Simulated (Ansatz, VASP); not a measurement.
# Al in VASP and in Ansatz

```xyz
1
Lattice="0.0000 1.9911 1.9911 1.9911 0.0000 1.9911 1.9911 1.9911 0.0000" Properties=species:S:1:pos:R:3 pbc="T T T"
Al    0.0000    0.0000    0.0000
```

Alike in both runs: functional PBE; dispersion D3(BJ); k mesh 18 × 18 × 18; occupations gaussian, width 0.1 eV; no spin polarisation.

Ansatz relaxed the structure, and its values are those at the end. VASP's run is a single point on that final structure, the one shown.

|  | VASP | Ansatz |
| --- | --- | --- |
| version | VASP 6.6.1 | Ansatz 0.2.0 |
| potentials or method | VASP PAW PBE potentials, release 64 (Al) | scalar-relativistic, plane waves, PAW |
| plane-wave cutoff (eV) | 520 | 420 |
| valence electrons in the cell | 3 | 3 |

```tsv
	VASP	Ansatz	Ansatz less VASP
gap on the k mesh at the Fermi level (eV)	none	none	-
pressure (GPa)	0.0	0.0	+0.04
```

A gap of «none» marks a metal or a gap that the smearing closes.

Caveats: pairwise dispersion overbinds metals, which lowers pressure and volume.
